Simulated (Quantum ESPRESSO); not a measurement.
A run of Quantum ESPRESSO 7.5:

Contents of pw.in:

```
&CONTROL
  calculation = 'scf'
  prefix = 'pwscf'
  outdir = './tmp'
  pseudo_dir = './pseudo'
  tprnfor = .true.
  tstress = .true.
  disk_io = 'low'
/
&SYSTEM
  ibrav = 0
  celldm(1) = 8
  nat = 2
  ntyp = 2
  ecutwfc = 90
  nbnd = 21
  occupations = 'smearing'
  smearing = 'fd'
  degauss = 0.00367493
  nspin = 2
  starting_magnetization(1) = 0.1875
  starting_magnetization(2) = 0
/
&ELECTRONS
  conv_thr = 4d-10
  electron_maxstep = 120
  mixing_beta = 0.3
/
ATOMIC_SPECIES
Fe    55.8450 Fe.upf
O     15.9990 O.upf
CELL_PARAMETERS alat
  0.3585004415180   0.2069803276545   0.5942703427522
 -0.3585004415180   0.2069803276545   0.5942703427522
  0.0000000000000  -0.4139606529469   0.5942703427522
ATOMIC_POSITIONS crystal
Fe     0.0000000000    0.0000000000    0.0000000000
O      0.5000000000    0.5000000000    0.5000000000
K_POINTS automatic
8 8 8 0 0 0
```

The input nscf.in:

```
&CONTROL
  calculation = 'nscf'
  prefix = 'pwscf'
  outdir = './tmp'
  pseudo_dir = './pseudo'
  disk_io = 'low'
/
&SYSTEM
  ibrav = 0
  celldm(1) = 8
  nat = 2
  ntyp = 2
  ecutwfc = 90
  nbnd = 26
  occupations = 'smearing'
  smearing = 'fd'
  degauss = 0.00367493
  nspin = 2
  starting_magnetization(1) = 0.1875
  starting_magnetization(2) = 0
  nosym = .true.
  noinv = .true.
/
&ELECTRONS
  conv_thr = 1d-09
  electron_maxstep = 120
  mixing_beta = 0.3
  diago_full_acc = .true.
  startingwfc = 'random'
/
ATOMIC_SPECIES
Fe    55.8450 Fe.upf
O     15.9990 O.upf
CELL_PARAMETERS alat
  0.3585004415180   0.2069803276545   0.5942703427522
 -0.3585004415180   0.2069803276545   0.5942703427522
  0.0000000000000  -0.4139606529469   0.5942703427522
ATOMIC_POSITIONS crystal
Fe     0.0000000000    0.0000000000    0.0000000000
O      0.5000000000    0.5000000000    0.5000000000
K_POINTS crystal
216
  0.00000000   0.00000000   0.00000000 4.62962963e-03
  0.00000000   0.00000000   0.16666667 4.62962963e-03
  0.00000000   0.00000000   0.33333333 4.62962963e-03
  0.00000000   0.00000000   0.50000000 4.62962963e-03
  0.00000000   0.00000000   0.66666667 4.62962963e-03
  0.00000000   0.00000000   0.83333333 4.62962963e-03
[... 208 lines left out ...]
  0.83333333   0.83333333   0.66666667 4.62962963e-03
  0.83333333   0.83333333   0.83333333 4.62962963e-03
```

Contents of pw2wan_up.in:

```
&INPUTPP
  prefix = 'pwscf'
  outdir = './tmp'
  seedname = 'w_up'
  write_mmn = .true.
  write_amn = .true.
  spin_component = 'up'
  scdm_proj = .true.
  scdm_entanglement = 'erfc'
  scdm_mu = 18.52
  scdm_sigma = 2
/
```

File pw2wan_dn.in:

```
&INPUTPP
  prefix = 'pwscf'
  outdir = './tmp'
  seedname = 'w_dn'
  write_mmn = .true.
  write_amn = .true.
  spin_component = 'down'
  scdm_proj = .true.
  scdm_entanglement = 'erfc'
  scdm_mu = 18.52
  scdm_sigma = 1
/
```

File bands.in:

```
&CONTROL
  calculation = 'bands'
  prefix = 'pwscf'
  outdir = './tmp'
  pseudo_dir = './pseudo'
  disk_io = 'low'
/
&SYSTEM
  ibrav = 0
  celldm(1) = 8
  nat = 2
  ntyp = 2
  ecutwfc = 90
  nbnd = 26
  occupations = 'smearing'
  smearing = 'fd'
  degauss = 0.00367493
  nspin = 2
  starting_magnetization(1) = 0.1875
  starting_magnetization(2) = 0
/
&ELECTRONS
  conv_thr = 1d-08
  electron_maxstep = 120
  mixing_beta = 0.3
  diago_full_acc = .true.
  startingwfc = 'random'
/
ATOMIC_SPECIES
Fe    55.8450 Fe.upf
O     15.9990 O.upf
CELL_PARAMETERS alat
  0.3585004415180   0.2069803276545   0.5942703427522
 -0.3585004415180   0.2069803276545   0.5942703427522
  0.0000000000000  -0.4139606529469   0.5942703427522
ATOMIC_POSITIONS crystal
Fe     0.0000000000    0.0000000000    0.0000000000
O      0.5000000000    0.5000000000    0.5000000000
K_POINTS crystal
67
  0.00000000   0.00000000   0.00000000 1
  0.05555600   0.00000000   0.00000000 1
  0.11111100   0.00000000   0.00000000 1
  0.16666700   0.00000000   0.00000000 1
  0.22222200   0.00000000   0.00000000 1
  0.27777800   0.00000000   0.00000000 1
  0.33333300   0.00000000   0.00000000 1
  0.38888900   0.00000000   0.00000000 1
  0.44444400   0.00000000   0.00000000 1
  0.50000000   0.00000000   0.00000000 1
  0.50000000   0.03536300  -0.03536300 1
  0.50000000   0.07072500  -0.07072500 1
  0.50000000   0.10608800  -0.10608800 1
  0.50000000   0.14145100  -0.14145100 1
  0.50000000   0.17681300  -0.17681300 1
  0.50000000   0.21217600  -0.21217600 1
  0.50000000   0.24753900  -0.24753900 1
  0.75246100   0.50000000   0.24753900 1
  0.71639500   0.50000000   0.28360500 1
  0.68032900   0.50000000   0.31967100 1
  0.64426400   0.50000000   0.35573600 1
  0.60819800   0.50000000   0.39180200 1
  0.57213200   0.50000000   0.42786800 1
  0.53606600   0.50000000   0.46393400 1
  0.50000000   0.50000000   0.50000000 1
  0.44444400   0.44444400   0.44444400 1
  0.38888900   0.38888900   0.38888900 1
  0.33333300   0.33333300   0.33333300 1
  0.27777800   0.27777800   0.27777800 1
  0.22222200   0.22222200   0.22222200 1
  0.16666700   0.16666700   0.16666700 1
  0.11111100   0.11111100   0.11111100 1
  0.05555600   0.05555600   0.05555600 1
  0.00000000   0.00000000   0.00000000 1
  0.03397900   0.00000000  -0.03397900 1
  0.06795800   0.00000000  -0.06795800 1
  0.10193700   0.00000000  -0.10193700 1
  0.13591600   0.00000000  -0.13591600 1
  0.16989500   0.00000000  -0.16989500 1
  0.20387400   0.00000000  -0.20387400 1
  0.23785300   0.00000000  -0.23785300 1
  0.27183200   0.00000000  -0.27183200 1
  0.30581100   0.00000000  -0.30581100 1
  0.33979000   0.00000000  -0.33979000 1
  0.37376900   0.00000000  -0.37376900 1
  0.62623100   0.37376900   0.00000000 1
  0.59467300   0.40532700   0.00000000 1
  0.56311500   0.43688500   0.00000000 1
  0.53155800   0.46844200   0.00000000 1
  0.50000000   0.50000000   0.00000000 1
  0.53155800   0.53155800   0.06188500 1
  0.56311500   0.56311500   0.12376900 1
  0.59467300   0.59467300   0.18565400 1
  0.62623100   0.62623100   0.24753900 1
  0.60519200   0.60519200   0.28961600 1
  0.58415400   0.58415400   0.33169300 1
  0.56311500   0.56311500   0.37376900 1
  0.54207700   0.54207700   0.41584600 1
  0.52103800   0.52103800   0.45792300 1
  0.50000000   0.50000000   0.50000000 1
  0.50000000   0.00000000   0.00000000 1
  0.54207700   0.06229500   0.06229500 1
  0.58415400   0.12459000   0.12459000 1
  0.62623100   0.18688500   0.18688500 1
  0.66830700   0.24918000   0.24918000 1
  0.71038400   0.31147400   0.31147400 1
  0.75246100   0.37376900   0.37376900 1
```

The input w_up.win:

```
num_wann = 13
num_bands = 22
auto_projections = true
dis_num_iter = 0
num_iter = 1200
search_shells = 100
kmesh_tol = 1.0d-4
conv_tol = 1.0d-8
conv_window = 4
num_print_cycles = 200
fermi_energy = 14.5153
bands_plot = true
write_hr = true
mp_grid = 6 6 6
exclude_bands = 1-4
spin = up
begin unit_cell_cart
ang
  1.5176821100   0.8762341800   2.5157945800
 -1.5176821100   0.8762341800   2.5157945800
  0.0000000000  -1.7524683500   2.5157945800
end unit_cell_cart
begin atoms_frac
Fe   0.0000000000   0.0000000000   0.0000000000
O    0.5000000000   0.5000000000   0.5000000000
end atoms_frac
begin kpoint_path
G   0.0000000000   0.0000000000   0.0000000000  L   0.5000000000   0.0000000000   0.0000000000
L   0.5000000000   0.0000000000   0.0000000000  B1   0.5000000000   0.2475387746  -0.2475387746
B   0.7524612254   0.5000000000   0.2475387746  Z   0.5000000000   0.5000000000   0.5000000000
Z   0.5000000000   0.5000000000   0.5000000000  G   0.0000000000   0.0000000000   0.0000000000
G   0.0000000000   0.0000000000   0.0000000000  X   0.3737693873   0.0000000000  -0.3737693873
Q   0.6262306127   0.3737693873   0.0000000000  F   0.5000000000   0.5000000000   0.0000000000
F   0.5000000000   0.5000000000   0.0000000000  P1   0.6262306127   0.6262306127   0.2475387746
P1   0.6262306127   0.6262306127   0.2475387746  Z   0.5000000000   0.5000000000   0.5000000000
L   0.5000000000   0.0000000000   0.0000000000  P   0.7524612254   0.3737693873   0.3737693873
end kpoint_path
bands_num_points = 9
begin kpoints
  0.00000000   0.00000000   0.00000000
  0.00000000   0.00000000   0.16666667
  0.00000000   0.00000000   0.33333333
  0.00000000   0.00000000   0.50000000
  0.00000000   0.00000000   0.66666667
  0.00000000   0.00000000   0.83333333
[... 208 lines left out ...]
  0.83333333   0.83333333   0.66666667
  0.83333333   0.83333333   0.83333333
end kpoints
```

w_dn.win

```
num_wann = 13
num_bands = 22
auto_projections = true
dis_num_iter = 0
num_iter = 1200
search_shells = 100
kmesh_tol = 1.0d-4
conv_tol = 1.0d-8
conv_window = 4
num_print_cycles = 200
fermi_energy = 14.5153
bands_plot = true
write_hr = true
mp_grid = 6 6 6
exclude_bands = 1-4
spin = down
begin unit_cell_cart
ang
  1.5176821100   0.8762341800   2.5157945800
 -1.5176821100   0.8762341800   2.5157945800
  0.0000000000  -1.7524683500   2.5157945800
end unit_cell_cart
begin atoms_frac
Fe   0.0000000000   0.0000000000   0.0000000000
O    0.5000000000   0.5000000000   0.5000000000
end atoms_frac
begin kpoint_path
G   0.0000000000   0.0000000000   0.0000000000  L   0.5000000000   0.0000000000   0.0000000000
L   0.5000000000   0.0000000000   0.0000000000  B1   0.5000000000   0.2475387746  -0.2475387746
B   0.7524612254   0.5000000000   0.2475387746  Z   0.5000000000   0.5000000000   0.5000000000
Z   0.5000000000   0.5000000000   0.5000000000  G   0.0000000000   0.0000000000   0.0000000000
G   0.0000000000   0.0000000000   0.0000000000  X   0.3737693873   0.0000000000  -0.3737693873
Q   0.6262306127   0.3737693873   0.0000000000  F   0.5000000000   0.5000000000   0.0000000000
F   0.5000000000   0.5000000000   0.0000000000  P1   0.6262306127   0.6262306127   0.2475387746
P1   0.6262306127   0.6262306127   0.2475387746  Z   0.5000000000   0.5000000000   0.5000000000
L   0.5000000000   0.0000000000   0.0000000000  P   0.7524612254   0.3737693873   0.3737693873
end kpoint_path
bands_num_points = 9
begin kpoints
  0.00000000   0.00000000   0.00000000
  0.00000000   0.00000000   0.16666667
  0.00000000   0.00000000   0.33333333
  0.00000000   0.00000000   0.50000000
  0.00000000   0.00000000   0.66666667
  0.00000000   0.00000000   0.83333333
[... 208 lines left out ...]
  0.83333333   0.83333333   0.66666667
  0.83333333   0.83333333   0.83333333
end kpoints
```

Potentials or basis: PseudoDojo 0.4.1 SR PBEsol standard.

Command:

```console
$ OMP_NUM_THREADS=1 pw.x -in pw.in > pw.out
$ OMP_NUM_THREADS=1 pw.x -in nscf.in > nscf.out
$ wannier90.x -pp w_up
$ OMP_NUM_THREADS=1 pw2wannier90.x -in pw2wan_up.in > pw2wan_up.out
$ wannier90.x w_up
$ wannier90.x -pp w_dn
$ OMP_NUM_THREADS=1 pw2wannier90.x -in pw2wan_dn.in > pw2wan_dn.out
$ wannier90.x w_dn
$ OMP_NUM_THREADS=1 pw.x -in bands.in > bands.out
```

Hardware: 1 thread of Arm Neoverse V2, with other jobs on the host.

Problem. Estimate the wall time of this run.

Solution. It took 7.3 min on 1 thread of Arm Neoverse V2, on a shared host, peak memory 0.36 GiB. Counts: scf iterations 12, k pools 1, bands 21, k points 65, g dense 15653.
